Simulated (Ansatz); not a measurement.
Which functional gives which lattice for InSe?

Starting cell:

```cif
data_structure
_symmetry_space_group_name_H-M 'C2/m'
_symmetry_Int_Tables_number 12
_cell_length_a 11.8766
_cell_length_b 4.1422
_cell_length_c 4.5344
_cell_angle_alpha 90.000
_cell_angle_beta 110.788
_cell_angle_gamma 90.000
_cell_volume 208.55
loop_
_atom_site_label
_atom_site_type_symbol
_atom_site_symmetry_multiplicity
_atom_site_Wyckoff_symbol
_atom_site_fract_x
_atom_site_fract_y
_atom_site_fract_z
_atom_site_occupancy
In1 In 4 i 0.38512 0.50000 0.02303 1
Se1 Se 4 i 0.15340 0.50000 0.63509 1
```

Ansatz, plane waves and PAW, scalar-relativistic (no spin–orbit coupling), 6×6×6 k-mesh. No spin polarisation. In the setting of the table the starting cell (space group C2/m) has 6.289 × 6.289 × 4.534 Å, angles 109.6 / 109.6 / 38.5°. Each functional was followed to zero pressure with shape and atoms relaxed, then fitted over four more volumes within ±4 % of it.

Task: What cell, stiffness and gap does each give?

Result: 
```
 functional  V0 (Å³/atom)                                                   cell  B0 (GPa)  B′ from the pressures  gap on the mesh  cutoff (eV)
r2SCAN + D4         27.24  6.203 × 6.203 × 4.815 Å, angles 109.0 / 109.0 / 38.7°        16                      –          1.40 eV          500
   PBE + D4         25.83  6.293 × 6.293 × 4.499 Å, angles 109.6 / 109.6 / 38.4°        24                      –          0.72 eV          420
```

The volumes span 5.5 %, from PBE + D4 to r2SCAN + D4; the larger cell is the softer one (16 against 24 GPa). B′ is left blank where a third-order fit to these five points leaves it in doubt. Of 5 runs of this kind 3 are left out: 3 are in doubt (a loose fit, a gap or moment that comes and goes along the fit, no cell at zero pressure, a state that may not be the lowest or a known fault).

Caveats: gaps at these levels are rough, and mostly too small.

Points behind the fit for r2SCAN + D4:

| V (Å³/atom) | E − Emin (meV/atom) | P (GPa) |
| --- | --- | --- |
| 26.084 | 2.86 | 0.88 |
| 26.628 | 0.74 | 0.42 |
| 27.171 | 0.00 | 0.01 |
| 27.714 | 0.38 | -0.27 |
| 28.258 | 1.67 | -0.51 |
